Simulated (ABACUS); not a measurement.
A run of ABACUS 3.10.1:

Contents of INPUT:

```
INPUT_PARAMETERS
suffix              BaTiO3
calculation         scf
basis_type          pw
pseudo_dir          ./
symmetry            1
dft_functional      pbesol
ecutwfc             84
pseudo_rcut         7
nspin               1
nbands              24
ks_solver           dav
smearing_method     fd
smearing_sigma      0.00367493
scf_thr             1e-08
scf_nmax            100
mixing_type         broyden
mixing_beta         0.7
cal_force           1
cal_stress          1
kpar                4
```

The input STRU:

```
ATOMIC_SPECIES
Ba 137.3270 Ba.upf
Ti 47.8670 Ti.upf
O 15.9990 O.upf

LATTICE_CONSTANT
1.8897261246

LATTICE_VECTORS
4.0060000000 0.0000000000 0.0000000000
0.0000000000 4.0060000000 0.0000000000
0.0000000000 0.0000000000 4.0060000000

ATOMIC_POSITIONS
Direct

Ba
0.0
1
0.4995820000 0.4932190000 0.5062780000 1 1 1

Ti
0.0
1
0.0000700000 -0.0020440000 -0.0109340000 1 1 1

O
0.0
3
0.0033810000 0.0076360000 0.4931720000 1 1 1
0.0002570000 0.4939700000 0.0067890000 1 1 1
0.5026220000 -0.0065370000 0.0085460000 1 1 1
```

File KPT:

```
K_POINTS
0
Gamma
7 7 7 0 0 0
```

Potentials or basis: PseudoDojo NC SR 0.4.1 PBEsol standard, plane waves.

Command:

```sh
$ OMP_NUM_THREADS=1 mpirun -np 4 abacus > log
```

Hardware: 4 MPI ranks on Intel(R) Xeon(R) Platinum 8488C (Sapphire Rapids), on a shared host.

Task: How long does it take, and how much memory?

Result: Run time: 2.1 min on 4 MPI ranks on Intel(R) Xeon(R) Platinum 8488C (Sapphire Rapids), with other jobs on the host, peak memory 0.88 GiB a rank. Counts: scf iterations 13, k points 172, bands 24, ranks 4.
